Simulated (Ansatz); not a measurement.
Tetradymite Sb2Te3, treated with r²SCAN in Ansatz (PAW).

Numerical settings: plane-wave cutoff 600 eV, 10×10×10 k mesh, finite displacements, scalar-relativistic PAW data made under PBE.

Computed at the level's own relaxed cell.

Harmonic phonon frequencies (cm⁻¹; i marks an imaginary mode; at Γ without the LO shift):

| q point | frequencies |
|---|---|
| Γ | 0 0 0 45 45 59 59 66 101 101 111 111 111 156 171 |

Note: the cell comes from a level without a dispersion term, which matters for the spacing of layers, chains or molecules.

Ansatz is a first-principles code.
